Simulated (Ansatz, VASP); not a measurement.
# Ga in VASP and in Ansatz

INCAR

```
SYSTEM = Ga
ALGO = Normal
EDIFF = 1E-7
EDIFFG = -0.01
ENCUT = 600
GGA = PS
IBRION = 2
ISIF = 3
ISMEAR = -1
LASPH = .True.
LCHARG = .False.
LREAL = .False.
LWAVE = .False.
NELM = 80
NSW = 80
PREC = Accurate
SIGMA = 0.1
```

Contents of KPOINTS:

```
k-points
0
Gamma
  13 13 13
  0 0 0
```

Contents of POSCAR:

```
Ga
1.0
    0.0000000000      2.1397919757      2.1397919757
    2.1397919757      0.0000000000      2.1397919757
    2.1397919757      2.1397919757      0.0000000000
Ga
1
Direct
    0.0000000000      0.0000000000      0.0000000000
```

Input for Ansatz:

```yaml
crystal:
  lattice:
    - [0.0, 2.1397919757, 2.1397919757]
    - [2.1397919757, 0.0, 2.1397919757]
    - [2.1397919757, 2.1397919757, 0.0]
  atoms:
    - { symbol: Ga, position: [0.0, 0.0, 0.0] }
hamiltonian:
  xc: pbesol
  pseudopotentials:
    kind: paw
    azcp:
      Ga: "pseudopotentials/Ga.paw.azcp"
basis:
  ecutwfc: 420
  fft_grid_basis: typed
kpoints:
  mp_grid: { grid: [13, 13, 13], shift: [0, 0, 0] }
magnetization:
  spin_polarized: false
scf:
  occupations: { method: fermi_dirac, width: 0.1 }
relax:
  max_steps: 60
  f_tol: 0.01
  cell: {}
output:
  write_density: true
  write_potential: true
  elf: true
  volumetric_format: npy
```

The cell was built by a generator and needn't be a form met in nature.

Alike in both runs: task relaxation of cell and atoms; functional PBEsol; k mesh 13 × 13 × 13; occupations fermi-dirac, width 0.1 eV; no spin polarisation.

```csv
,VASP,Ansatz
version,VASP 6.6.1,Ansatz 0.2.0
potentials or method,"VASP PAW PBE potentials, release 64 (Ga_d)","plane waves (420 eV) with PAW, scalar-relativistic"
plane-wave cutoff (eV),600,420
valence electrons in the cell,13,13
```

Ansatz gave:

| Quantity | Value |
| --- | --- |
| relaxed volume (Å³/atom) | 17.78 |
| relaxed cell length with the largest relative difference (Å) | 2.930 |
| energy change over the relaxation (meV/atom) | -29 |

Which values does VASP return?

Relaxed volume (Å³/atom): 17.80; relaxed cell length with the largest relative difference (Å): 2.931; energy change over the relaxation (meV/atom): -29.

Ansatz warned: «pseudo_functional_mismatch».

Caveats: the PAW data sets were made with another functional, which shifts forces and pressure a little (VASP).
